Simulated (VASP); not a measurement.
# VBiO4 (I4_1/amd) in VASP: notebook

Aim: see how the results for VBiO4 move with the level of theory and the settings. Levels: PBE, r2SCAN. Tasks: electric field gradients.

All numbers are computed with VASP 6.6.1; they aren't measurements. Logs are shortened: lines on timing, memory, paths and dates and some standing lists are left out, and cuts for length are marked.

### 1 The structure

Symmetry: I4_1/amd, No. 141, tetragonal system. Conventional cell: a = 7.303 Å, b = 7.303 Å, c = 6.584 Å, α = 90.00°, β = 90.00°, γ = 90.00°. V (site symmetry -4m2) is surrounded by 4 O at 1.70 Å. Bi (site symmetry -4m2) has 8 O at 2.41 to 2.55 Å as nearest neighbours. O (site symmetry m) is surrounded by 1 V at 1.70 Å.

Measurements of this composition are mostly on another form, of space group No. 15.

### 2 Electric field gradients, PBE

File INCAR:

```
PREC = Accurate
ENCUT = 520
EDIFF = 1E-8
ISMEAR = -1
SIGMA = 0.02
LREAL = F
LASPH = T
NELM = 100
ALGO = Fast
ISIF = 2
LWAVE = F
LCHARG = F
GGA = PE
LEFG = T
NBANDS = 64
```

File KPOINTS:

```
Automatic mesh
0
Gamma
  4 4 4
```

File POSCAR:

```
VBiO4
1.0
   -3.6515000000      3.6515000000      3.2920000000
    3.6515000000     -3.6515000000      3.2920000000
    3.6515000000      3.6515000000     -3.2920000000
V Bi O
2 2 8
Direct
    0.5000000000      0.5000000000      0.0000000000
    0.2500000000      0.7500000000      0.5000000000
    0.7500000000      0.2500000000      0.5000000000
    0.0000000000      0.0000000000      0.0000000000
    0.1550000000      0.3330000000      0.8220000000
    0.0830000000      0.7610000000      0.6780000000
    0.5110000000      0.3330000000      0.1780000000
    0.0830000000      0.4050000000      0.3220000000
    0.5950000000      0.9170000000      0.6780000000
    0.6670000000      0.8450000000      0.1780000000
    0.2390000000      0.9170000000      0.3220000000
    0.6670000000      0.4890000000      0.8220000000
```

Potentials or basis: VASP PAW PBE potentials, release 64 (V_sv, Bi_d, O).

Run with:

```
> cat potpaw_PBE.64/V_sv/POTCAR potpaw_PBE.64/Bi_d/POTCAR potpaw_PBE.64/O/POTCAR > POTCAR
> mpirun -np 1 vasp_std > vasp.out
```

OUTCAR:

```text
PREC = Accurate
   ENCUT = 520
   EDIFF = 1E-8
   ISMEAR = -1
   LREAL = F
   LASPH = T
   NELM = 100
   ISIF = 2
   GGA = PE

 ion  position               nearest neighbor table
   1  0.500  0.500  0.000-   5 1.70  10 1.70   7 1.70  12 1.70   4 3.29   4 3.29
   2  0.250  0.750  0.500-   8 1.70   9 1.70   6 1.70  11 1.70   3 3.29   3 3.29
   3  0.750  0.250  0.500-   7 2.41  12 2.41  10 2.41   5 2.41   8 2.55   9 2.55   6 2.55  11 2.55
                             2 3.29   2 3.29
   4  0.000  0.000  0.000-   6 2.41  11 2.41   9 2.41   8 2.41  10 2.55   5 2.55   7 2.55  12 2.55
                             1 3.29   1 3.29
   5  0.155  0.333  0.822-   1 1.70   3 2.41   4 2.55
   6  0.083  0.761  0.678-   2 1.70   4 2.41   3 2.55
   7  0.511  0.333  0.178-   1 1.70   3 2.41   4 2.55
   8  0.083  0.405  0.322-   2 1.70   4 2.41   3 2.55
   9  0.595  0.917  0.678-   2 1.70   4 2.41   3 2.55
  10  0.667  0.845  0.178-   1 1.70   3 2.41   4 2.55
  11  0.239  0.917  0.322-   2 1.70   4 2.41   3 2.55
  12  0.667  0.489  0.822-   1 1.70   3 2.41   4 2.55

  LATTYP: Found a body centered tetragonal cell.
 ALAT       =     7.3030000000
 C/A-ratio  =     0.9015473093

  Lattice vectors:

 A1 = (  -3.6515000000,   3.6515000000,   3.2920000000)
 A2 = (   3.6515000000,  -3.6515000000,   3.2920000000)
 A3 = (   3.6515000000,   3.6515000000,  -3.2920000000)

Analysis of symmetry for initial positions (statically):
=====================================================================
 Subroutine PRICEL returns:
 Original cell was already a primitive cell.

 Routine SETGRP: Setting up the symmetry group for a
 body centered tetragonal supercell.

 Subroutine GETGRP returns: Found 16 space group operations
 (whereof  8 operations were pure point group operations)
 out of a pool of 16 trial point group operations.

The static configuration has the point symmetry D_2d.
 The point group associated with its full space group is D_4h.

Analysis of symmetry for dynamics (positions and initial velocities):
=====================================================================
 Subroutine PRICEL returns:
 Original cell was already a primitive cell.

 Routine SETGRP: Setting up the symmetry group for a
 body centered tetragonal supercell.

 Subroutine GETGRP returns: Found 16 space group operations
 (whereof  8 operations were pure point group operations)
 out of a pool of 16 trial point group operations.

[... 1053 lines left out ...]
     3.651500000 -3.651500000  3.292000000     0.136930029  0.000000000  0.151883354
     3.651500000  3.651500000 -3.292000000     0.136930029  0.136930029  0.000000000

 POSITION                                       TOTAL-FORCE (eV/Angst)
 -----------------------------------------------------------------------------------
      0.00000      0.00000      3.29200         0.000000     -0.000000     -0.000000
      3.65150      0.00000      1.64600         0.000000     -0.000000     -0.000000
      0.00000      3.65150      1.64600         0.000000     -0.000000     -0.000000
      0.00000      0.00000      0.00000         0.000000     -0.000000     -0.000000
      3.65150      2.35157     -1.09953         0.000000     -1.022141     -0.647929
      4.95143     -0.00000      0.54647         1.022141     -0.000000     -0.647929
     -0.00000      1.29993      2.19247         0.000000      1.022141     -0.647929
      2.35157      0.00000      0.54647        -1.022141     -0.000000     -0.647929
      3.65150      1.29993      2.74553         0.000000      1.022141      0.647929
      1.29993      0.00000      4.39153         1.022141     -0.000000      0.647929
      3.65150     -1.29993      2.74553         0.000000     -1.022141      0.647929
      2.35157      3.65150      1.09953        -1.022141     -0.000000      0.647929
 -----------------------------------------------------------------------------------
    total drift:                                0.000000     -0.000000      0.000000

  FREE ENERGIE OF THE ION-ELECTRON SYSTEM (eV)
  ---------------------------------------------------
  free  energy   TOTEN  =       -89.1358356581 eV

  energy  without entropy=      -89.1358356581  energy(sigma->0) =      -89.13583566

 Electric field gradients (V/A^2)
---------------------------------------------------------------------
 ion       V_xx      V_yy      V_zz      V_xy      V_xz      V_yz
---------------------------------------------------------------------
   1      19.809    19.809   -39.619     0.003     0.003     0.003
   2      19.809    19.809   -39.619     0.003     0.003     0.003
   3     -57.733   -57.733   115.466     0.000     0.000     0.000
   4     -57.733   -57.733   115.466     0.000     0.000     0.000
   5     -31.982    20.922    11.060     0.003     0.003     5.606
   6      20.922   -31.982    11.060     0.003    -5.600     0.003
   7     -31.982    20.922    11.060     0.003     0.003    -5.600
   8      20.922   -31.982    11.060     0.003     5.606     0.003
   9     -31.982    20.922    11.060     0.003     0.003     5.606
  10      20.922   -31.982    11.060     0.003     5.606     0.003
  11     -31.982    20.922    11.060     0.003     0.003    -5.600
  12      20.922   -31.982    11.060     0.003    -5.600     0.003
---------------------------------------------------------------------

 Electric field gradients after diagonalization (V/A^2)
 (convention: |V_zz| > |V_xx| > |V_yy|)
----------------------------------------------------------------------
 ion       V_xx      V_yy      V_zz     asymmetry (V_yy - V_xx)/ V_zz
----------------------------------------------------------------------
   1      19.812    19.806   -39.619       0.000
   2      19.812    19.806   -39.619       0.000
   3     -57.733   -57.733   115.466       0.000
   4     -57.733   -57.733   115.466       0.000
   5      23.457     8.525   -31.982       0.467
   6      23.452     8.529   -31.982       0.467
   7      23.452     8.529   -31.982       0.467
   8      23.457     8.525   -31.982       0.467
   9      23.457     8.525   -31.982       0.467
  10      23.457     8.525   -31.982       0.467
  11      23.452     8.529   -31.982       0.467
  12      23.452     8.529   -31.982       0.467
----------------------------------------------------------------------

           NMR quadrupolar parameters

 Cq : quadrupolar parameter    Cq=e*Q*V_zz/h
 eta: asymmetry parameters     (V_yy - V_xx)/ V_zz
 Q  : nuclear electric quadrupole moment in mb (millibarn)
----------------------------------------------------------------------
 ion       Cq(MHz)       eta       Q (mb)
----------------------------------------------------------------------
   1      -0.096       0.000       1.000
   2      -0.096       0.000       1.000
   3       0.279       0.000       1.000
   4       0.279       0.000       1.000
   5      -0.077       0.467       1.000
   6      -0.077       0.467       1.000
   7      -0.077       0.467       1.000
   8      -0.077       0.467       1.000
   9      -0.077       0.467       1.000
  10      -0.077       0.467       1.000
  11      -0.077       0.467       1.000
  12      -0.077       0.467       1.000
----------------------------------------------------------------------
```

stdout:

```text
POSCAR found type information on POSCAR V BiO
 POSCAR found :  3 types and      12 ions
 scaLAPACK will be used
 LDA part: xc-table for (Slater+PW92), standard interpolation
 POSCAR, INCAR and KPOINTS ok, starting setup
 FFT: planning ... GRIDC
 FFT: planning ... GRID_SOFT
 FFT: planning ... GRID
 WAVECAR not read
 entering main loop
ion   1

ion   2

ion   3

ion   4

ion   5

ion   6

ion   7

ion   8

ion   9

ion  10

ion  11

ion  12
```

It took 2.5 min on 1 thread of Intel Xeon 6975P-C (Granite Rapids), shared host; peak memory 0.38 GiB.

What came out:

- Free energy: -89.1358 eV
- Pressure: 3.6 GPa
- Largest force: 1.210 eV/Å
- Band gap on the k mesh: 2.95 eV, direct

Forces in eV/Å, atoms in the order of the input:
```
V    0.000  0.000  0.000
V    0.000  0.000  0.000
Bi   0.000  0.000  0.000
Bi   0.000  0.000  0.000
O    0.000 -1.022 -0.648
O    1.022  0.000 -0.648
O    0.000  1.022 -0.648
O   -1.022  0.000 -0.648
O    0.000  1.022  0.648
O    1.022  0.000  0.648
O    0.000 -1.022  0.648
O   -1.022  0.000  0.648
```

Electric field gradients, principal values (V/Å²):
```tsv
atom	Vxx	Vyy	Vzz
1 V	19.806	19.812	-39.619
2 V	19.806	19.812	-39.619
3 Bi	-57.733	-57.733	115.466
4 Bi	-57.733	-57.733	115.466
5 O	8.525	23.457	-31.982
6 O	8.529	23.452	-31.982
7 O	8.529	23.452	-31.982
8 O	8.525	23.457	-31.982
9 O	8.525	23.457	-31.982
10 O	8.525	23.457	-31.982
11 O	8.529	23.452	-31.982
12 O	8.529	23.452	-31.982
```

Caveat: spin-orbit coupling is left out, which as a rule narrows the gap of such compounds by several tenths of an eV; forces of over 1 eV/Å show positions far from the minimum, so gaps and moduli don't describe the material at rest. PBE gaps usually lie below the measured ones, often by a third to a half.

### 3 Electric field gradients, r2SCAN

File POSCAR:

```
VBiO4
1.0
   -3.6515000000      3.6515000000      3.2920000000
    3.6515000000     -3.6515000000      3.2920000000
    3.6515000000      3.6515000000     -3.2920000000
V Bi O
2 2 8
Direct
    0.5000000000      0.5000000000      0.0000000000
    0.2500000000      0.7500000000      0.5000000000
    0.7500000000      0.2500000000      0.5000000000
    0.0000000000      0.0000000000      0.0000000000
    0.1508117925      0.3324979492      0.8183138433
    0.0824979492      0.7641841059      0.6816861567
    0.5141841059      0.3324979492      0.1816861567
    0.0824979492      0.4008117925      0.3183138433
    0.5991882075      0.9175020508      0.6816861567
    0.6675020508      0.8491882075      0.1816861567
    0.2358158941      0.9175020508      0.3183138433
    0.6675020508      0.4858158941      0.8183138433
```

File INCAR.step1:

```
ALGO = Normal
EDIFF = 1E-4
ENCUT = 520
GGA = PE
ISMEAR = -1
LASPH = True
LCHARG = False
LREAL = False
LWAVE = True
NBANDS = 64
NELM = 100
PREC = Accurate
SIGMA = 0.02
```

File INCAR.step2:

```
ALGO = Normal
EDIFF = 1E-8
ENCUT = 520
ISIF = 2
ISMEAR = -1
ISTART = 1
LASPH = True
LCHARG = False
LEFG = True
LMIXTAU = True
LREAL = False
LWAVE = False
METAGGA = R2SCAN
NBANDS = 64
NELM = 100
PREC = Accurate
SIGMA = 0.02
```

File KPOINTS:

```
k-points
0
Gamma
  4 4 4
```

Potentials or basis: VASP PAW PBE potentials, release 64 (V_sv, Bi_d, O).

Run with:

```
> cat potpaw_PBE.64/V_sv/POTCAR potpaw_PBE.64/Bi_d/POTCAR potpaw_PBE.64/O/POTCAR > POTCAR
> cp INCAR.step1 INCAR
> mpirun -np 1 vasp_std > vasp.out
> cp INCAR.step2 INCAR
> mpirun -np 1 vasp_std > vasp.out
```

OUTCAR:

```text
EDIFF = 1E-8
   ENCUT = 520
   ISIF = 2
   ISMEAR = -1
   ISTART = 1
   LASPH = True
   LREAL = False
   METAGGA = R2SCAN
   NELM = 100
   PREC = Accurate

 ion  position               nearest neighbor table
   1  0.500  0.500  0.000-   5 1.73  10 1.73   7 1.73  12 1.73   4 3.29   4 3.29
   2  0.250  0.750  0.500-   8 1.73   9 1.73   6 1.73  11 1.73   3 3.29   3 3.29
   3  0.750  0.250  0.500-   7 2.39  12 2.39  10 2.39   5 2.39   6 2.56  11 2.56   9 2.56   8 2.56
                             2 3.29   2 3.29
   4  0.000  0.000  0.000-   6 2.39  11 2.39   9 2.39   8 2.39   7 2.56  12 2.56   5 2.56  10 2.56
                             1 3.29   1 3.29
   5  0.151  0.332  0.818-   1 1.73   3 2.39   4 2.56
   6  0.082  0.764  0.682-   2 1.73   4 2.39   3 2.56
   7  0.514  0.332  0.182-   1 1.73   3 2.39   4 2.56
   8  0.082  0.401  0.318-   2 1.73   4 2.39   3 2.56
   9  0.599  0.918  0.682-   2 1.73   4 2.39   3 2.56
  10  0.668  0.849  0.182-   1 1.73   3 2.39   4 2.56
  11  0.236  0.918  0.318-   2 1.73   4 2.39   3 2.56
  12  0.668  0.486  0.818-   1 1.73   3 2.39   4 2.56

[... 1138 lines left out ...]
   1      17.489    17.482   -34.971       0.000
   2      17.489    17.482   -34.971       0.000
   3     -61.144   -61.144   122.288       0.000
   4     -61.144   -61.144   122.288       0.000
   5      27.278     5.753   -33.031       0.652
   6      27.279     5.751   -33.031       0.652
   7      27.279     5.751   -33.031       0.652
   8      27.278     5.753   -33.031       0.652
   9      27.278     5.753   -33.031       0.652
  10      27.278     5.753   -33.031       0.652
  11      27.279     5.751   -33.031       0.652
  12      27.279     5.751   -33.031       0.652
----------------------------------------------------------------------

           NMR quadrupolar parameters

 Cq : quadrupolar parameter    Cq=e*Q*V_zz/h
 eta: asymmetry parameters     (V_yy - V_xx)/ V_zz
 Q  : nuclear electric quadrupole moment in mb (millibarn)
----------------------------------------------------------------------
 ion       Cq(MHz)       eta       Q (mb)
----------------------------------------------------------------------
   1      -0.085       0.000       1.000
   2      -0.085       0.000       1.000
   3       0.296       0.000       1.000
   4       0.296       0.000       1.000
   5      -0.080       0.652       1.000
   6      -0.080       0.652       1.000
   7      -0.080       0.652       1.000
   8      -0.080       0.652       1.000
   9      -0.080       0.652       1.000
  10      -0.080       0.652       1.000
  11      -0.080       0.652       1.000
  12      -0.080       0.652       1.000
----------------------------------------------------------------------
```

OUTCAR.step1:

```text
EDIFF = 1E-4
   ENCUT = 520
   GGA = PE
   ISMEAR = -1
   LASPH = True
   LREAL = False
[... 1122 lines left out ...]
      1.32685      0.00000      4.39483         0.110960     -0.000000      0.094736
      3.65150     -1.32685      2.74883         0.000000     -0.110960      0.094736
      2.32465      3.65150      1.10283        -0.110960     -0.000000      0.094736
 -----------------------------------------------------------------------------------
    total drift:                                0.000000     -0.000000      0.000000

  FREE ENERGIE OF THE ION-ELECTRON SYSTEM (eV)
  ---------------------------------------------------
  free  energy   TOTEN  =       -89.2661902487 eV

  energy  without entropy=      -89.2661902487  energy(sigma->0) =      -89.26619025
```

OSZICAR.step1:

```text
N       E                     dE             d eps       ncg     rms          rms(c)
DAV:   1     0.153948828794E+04    0.15395E+04   -0.54618E+04  1680   0.184E+03
DAV:   2     0.166424873038E+03   -0.13731E+04   -0.13136E+04  1704   0.569E+02
DAV:   3    -0.975488201979E+02   -0.26397E+03   -0.24976E+03  2040   0.233E+02
DAV:   4    -0.114480296369E+03   -0.16931E+02   -0.16818E+02  1864   0.648E+01
DAV:   5    -0.115191878149E+03   -0.71158E+00   -0.70967E+00  2456   0.141E+01    0.693E+01
DAV:   6    -0.102460543232E+03    0.12731E+02   -0.20931E+02  2504   0.989E+01    0.429E+01
DAV:   7    -0.934144250954E+02    0.90461E+01   -0.15248E+02  2192   0.929E+01    0.303E+01
DAV:   8    -0.918184264644E+02    0.15960E+01   -0.23753E+01  2056   0.196E+01    0.196E+01
DAV:   9    -0.892583233621E+02    0.25601E+01   -0.59227E+00  2288   0.170E+01    0.402E+00
DAV:  10    -0.893012873738E+02   -0.42964E-01   -0.11141E+00  2208   0.563E+00    0.397E+00
DAV:  11    -0.893113638991E+02   -0.10077E-01   -0.41195E-01  1976   0.548E+00    0.333E+00
DAV:  12    -0.892675981570E+02    0.43766E-01   -0.72079E-02  1888   0.252E+00    0.563E-01
DAV:  13    -0.892660801190E+02    0.15180E-02   -0.96511E-03  2256   0.636E-01    0.950E-02
DAV:  14    -0.892662963000E+02   -0.21618E-03   -0.76338E-04  1808   0.180E-01    0.144E-01
DAV:  15    -0.892661857360E+02    0.11056E-03   -0.34690E-04  1680   0.162E-01    0.218E-02
DAV:  16    -0.892661902487E+02   -0.45127E-05   -0.33629E-05  1144   0.403E-02
   1 F= -.89266190E+02 E0= -.89266190E+02  d E =-.831193E-11
```

Wall time 6.2 min (1 thread of Intel Xeon 6975P-C (Granite Rapids), shared host); peak memory 0.43 GiB.

Results:

| Quantity | Value |
| --- | --- |
| Free energy | -218.4450 eV |
| Pressure | -3.0 GPa |
| Largest force | 0.087 eV/Å |
| Band gap on the k mesh | 3.10 eV, indirect (least direct gap 3.10 eV) |

Forces on the atoms (eV/Å):
```
V    0.000  0.000  0.000
V    0.000  0.000  0.000
Bi   0.000  0.000  0.000
Bi   0.000  0.000  0.000
O    0.000  0.081  0.030
O   -0.081  0.000  0.030
O    0.000 -0.081  0.030
O    0.081  0.000  0.030
O    0.000 -0.081 -0.030
O   -0.081  0.000 -0.030
O    0.000  0.081 -0.030
O    0.081  0.000 -0.030
```

Electric field gradients, principal values (V/Å²):
| atom | Vxx | Vyy | Vzz |
| --- | --- | --- | --- |
| 1 V | 17.482 | 17.489 | -34.971 |
| 2 V | 17.482 | 17.489 | -34.971 |
| 3 Bi | -61.144 | -61.144 | 122.288 |
| 4 Bi | -61.144 | -61.144 | 122.288 |
| 5 O | 5.753 | 27.278 | -33.031 |
| 6 O | 5.751 | 27.279 | -33.031 |
| 7 O | 5.751 | 27.279 | -33.031 |
| 8 O | 5.753 | 27.278 | -33.031 |
| 9 O | 5.753 | 27.278 | -33.031 |
| 10 O | 5.753 | 27.278 | -33.031 |
| 11 O | 5.751 | 27.279 | -33.031 |
| 12 O | 5.751 | 27.279 | -33.031 |

Caveat: the PAW data sets were made with another functional, which shifts forces and pressure a little; spin-orbit coupling is left out, which as a rule narrows the gap of such compounds by several tenths of an eV. A k mesh can miss the band edges.
